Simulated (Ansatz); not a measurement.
Computed with Ansatz, not measured. Plane-wave DFT: an element X is put into a periodic supercell of the crystal below and the atoms relax. X is one of the candidates, and is told by the neutral defect's formation energy over the elements (uncorrected), its moments where the run had spin, and its relaxed neighbours, eight at most.

```
cell
1.0
     0.0000    2.8730    2.8730
     2.8730    0.0000    2.8730
     2.8730    2.8730    0.0000
Ga As
1 1
Direct
  0.0000 0.0000 0.0000
  0.2500 0.2500 0.2500
```

host atoms in supercell: 32
functional: PBE
wave cutoff: 420 eV
k mesh: 3, 3, 3
k shift: 0, 0, 0 mesh steps
gaussian smearing: 0.05 eV
start displacement: 0 angstrom
electrons started on: no chosen atoms
candidate elements: C, N, Br, In, Pb, Bi
found formation energy: 0.376 eV
found largest move from host sites: 0.133 angstrom

```
supercell vector  supercell times a (host cell vectors)  supercell times b (host cell vectors)  supercell times c (host cell vectors)
               A                                      1                                      1                                     -3
               B                                      1                                      1                                      1
               C                                      1                                     -3                                      1
```

| change element | change kind | change place a (host cell vectors) | change place b (host cell vectors) | change place c (host cell vectors) |
| --- | --- | --- | --- | --- |
| X | on Ga | 1 | 0 | 0 |

| found neighbour element | found neighbour distance (angstrom) |
| --- | --- |
| As | 2.621 |
| As | 2.621 |
| As | 2.621 |
| As | 2.621 |

Task: Which element is X?

Result: In.

Caveats: the atoms kept the symmetry of the start, so a distorted state could lie lower; the supercell is small.
